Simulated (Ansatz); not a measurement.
Input and command of a plane-wave DFT calculation in Ansatz:

```yaml
crystal:
  lattice:
    - [3.656765575, 0.0, 0.0]
    - [0.0, 3.674258552, 0.0]
    - [0.0, 0.0, 31.4530958601]
  atoms:
    - { symbol: Si, position: [0.25, 0.5, 0.2702436682] }
    - { symbol: Si, position: [0.75, 0.0, 0.2704583514] }
    - { symbol: Zr, position: [0.75, 0.5, 0.3376312043] }
    - { symbol: Si, position: [0.25, 0.0, 0.3611375859] }
    - { symbol: Si, position: [0.75, 0.0, 0.4111138191] }
    - { symbol: Zr, position: [0.25, 0.5, 0.4346202008] }
    - { symbol: Si, position: [0.25, 0.0, 0.5024279006] }
    - { symbol: Si, position: [0.75, 0.5, 0.5023556793] }
    - { symbol: Zr, position: [0.75, 0.0, 0.5691137127] }
    - { symbol: Si, position: [0.25, 0.5, 0.5953667887] }
    - { symbol: Si, position: [0.75, 0.5, 0.6480932133] }
    - { symbol: Zr, position: [0.25, 0.0, 0.6619846606] }
    - { symbol: H, position: [0.25, 0.5, 0.7606682829] }
basis:
  ecutwfc: 420
kpoints:
  mp_grid: { grid: [8, 8, 1] }
hamiltonian:
  xc: pbesol
scf:
  occupations: { method: gaussian, width: 0.1 }
output:
  forces: true
  stress: true
  eigenvalues: true
  write_density: true
  write_potential: true
  elf: true
  volumetric_format: npy
efield:
  axis: 3
  dipole_correction: true
  ramp_width: 0.04
```

```bash
ansatz run input.yaml --threads 2 --pin off --max-ram 5120MiB --backend cpu --events-out ev --progress --plain --runs-dir out
```

Processor: Arm Neoverse V2, 2 threads, on a host shared with other jobs.

Question: Estimate time, memory and problem size.

Answer: About 39 s on 2 threads of Arm Neoverse V2, on a shared host, peak memory 0.84 GiB. It solves 54 bands at 25 k points (the mesh reduced by symmetry) with about 8241 plane waves, in 9 SCF iterations.
